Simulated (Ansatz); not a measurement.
input.yaml

```yaml
crystal:
  lattice:
    - [3.2040060909, 0.0093697131, -0.0004358006]
    - [-1.5938886358, 2.7610348245, 0.001269269]
    - [-0.0006817777, 0.001899238, 5.0408211175]
  atoms:
    - { symbol: Ta, position: [0.6517274067, 0.3303175468, 0.7579300698] }
    - { symbol: Ta, position: [0.3033915949, 0.6574375574, 0.2476922904] }
    - { symbol: "N", position: [0.044877786, 0.0122448958, -0.0056223602] }
basis:
  ecutwfc: 420
kpoints:
  mp_grid: { grid: [14, 14, 8] }
hamiltonian:
  xc: pbe
scf:
  occupations: { method: gaussian, width: 0.1 }
output:
  forces: true
  stress: true
  eigenvalues: true
```

It can be run as
```bash
ansatz run input.yaml --threads 1 --pin off --backend cpu --events-out ev --progress --plain --runs-dir out  # memory cap (--max-ram) not shown
```

Method: DFT PBE, scalar-relativistic, plane waves, PAW (Ansatz 0.2.0).

Abridged output (iterations and final results):

```
SCF iter   1: F=—  HF=-20250.439360 eV  |F-HF|=—  |Δ(HF+E_count)|=         —  Δρ=5.65e-3  dr2=1.26e-2  ethr=1.77e-3  ⟨swp⟩=5.0  Hψ=69588  notcnv=0
SCF iter   2: F=—  HF=-20250.438265 eV  |F-HF|=—  |Δ(HF+E_count)|=   1.09e-3  Δρ=3.41e-3  dr2=4.60e-3  ethr=4.05e-5  ⟨swp⟩=1.0  Hψ=22114  notcnv=0
SCF iter   3: F=—  HF=-20250.437885 eV  |F-HF|=—  |Δ(HF+E_count)|=   3.80e-4  Δρ=8.36e-4  dr2=5.81e-4  ethr=1.49e-5  ⟨swp⟩=2.1  Hψ=18703  notcnv=0
SCF iter   4: F=—  HF=-20250.437793 eV  |F-HF|=—  |Δ(HF+E_count)|=   9.20e-5  Δρ=2.86e-4  dr2=3.18e-5  ethr=1.87e-6  ⟨swp⟩=2.0  Hψ=20741  notcnv=0
SCF iter   5: F=—  HF=-20250.437798 eV  |F-HF|=—  |Δ(HF+E_count)|=   4.15e-6  Δρ=9.08e-5  dr2=5.40e-6  ethr=1.03e-7  ⟨swp⟩=2.0  Hψ=21442  notcnv=0
SCF iter   6: F=—  HF=-20250.437797 eV  |F-HF|=—  |Δ(HF+E_count)|=   7.55e-7  Δρ=2.63e-5  dr2=3.47e-7  ethr=1.74e-8  ⟨swp⟩=2.0  Hψ=21100  notcnv=0
SCF iter   7: F=-20250.437797 eV  HF=-20250.437797 eV  |F-HF|=5.68e-9  |Δ(HF+E_count)|=   7.61e-9  Δρ=6.28e-6  dr2=1.92e-8  ethr=3.23e-10  ⟨swp⟩=5.2  Hψ=55801  notcnv=0
SCF 1 converged in 7 iterations: F = -20250.437797 eV  dr2 = 1.92e-8
SCF converged after 7 iterations
Free energy (F): -20250.437797 eV
Harris-Foulkes:  -20250.437797 eV  (|F-HF|=5.68e-9)
Internal energy: -20250.431198 eV  (E = F + TS)
E sigma→0 (E₀):  -20250.434498 eV
Entropy (-TS):   -0.006599 eV (-2.200 meV/atom)
Fermi energy:    17.671619 eV
--- Per-component energies (eV) ---
  E_band       = -237.513603
  E_kinetic    = 857.047997
  E_local      = -1413.686636  (includes V_loc(G=0)·N_el)
  E_nonlocal   = 72.269481
  E_hartree    = 486.679332
  E_xc         = -495.391633
  E_vxc        = -482.393594  (∫ρ·V_xc dr)
  E_paw        = -16919.574222  (= ΣΔE_a)
  E_vpaw       = -244.109703  (= ΣTr[D̂ρ^β])
  E_aug_tail   = 0.000394  (compensation charges beyond the density's cutoff)
  E_ewald      = -2837.775910
  E_smearing   = -0.006599  (= −TS)
--- Forces (eV/Å), atoms counted from 1 ---
  atom   1  Ta     0.99091441     0.42468993    -0.97920290
  atom   2  Ta     0.82807540     0.06004693     0.50300708
  atom   3  N     -1.81899434    -0.48473750     0.47622318
--- Stress (GPa, compression-positive) ---
      -14.291483       0.858336      -0.708988
        0.858336     -16.505375      -1.291863
       -0.708988      -1.291863     -18.485687
  P = ⅓ Tr σ = -16.4275 GPa (-164.275 kbar)
--- Band table (eV; the first three rows and the last of 788) ---
  k-point 0: bands = ["-51.0605", "-51.0101", "-17.9160", "-17.4258", "-17.3926", "-17.3019", "-17.2929", "-17.2018", "0.6300", "9.6870", "11.7412", "11.7515", "12.9070", "16.9876", "17.0868", "17.4401", "17.6258", "18.0660", "19.0005", "19.1606"]
  k-point 1: bands = ["-51.0588", "-51.0119", "-17.8925", "-17.4231", "-17.3899", "-17.3047", "-17.2959", "-17.2280", "0.6504", "9.5945", "11.7233", "11.7442", "13.0997", "16.7239", "17.1604", "17.3050", "17.6818", "18.2060", "19.0717", "19.3586"]
  k-point 2: bands = ["-51.0538", "-51.0169", "-17.8260", "-17.4166", "-17.3825", "-17.3140", "-17.3056", "-17.2964", "0.7004", "9.3943", "11.6811", "11.7204", "13.6143", "16.3338", "16.9954", "17.0525", "17.9545", "18.5927", "19.3456", "19.6992"]
  k-point 787: bands = ["-51.0138", "-51.0085", "-17.9226", "-17.8491", "-17.4993", "-17.4358", "-17.3963", "-17.3600", "1.3251", "9.6394", "11.4015", "11.6655", "14.6757", "15.7317", "15.7461", "17.7076", "18.8280", "20.4270", "20.6436", "21.3666"]
```

The run converged.

Spin–orbit coupling is left out, which can shift energies with elements as heavy as these. Spin polarisation was left out, and a magnetic state may lie lower.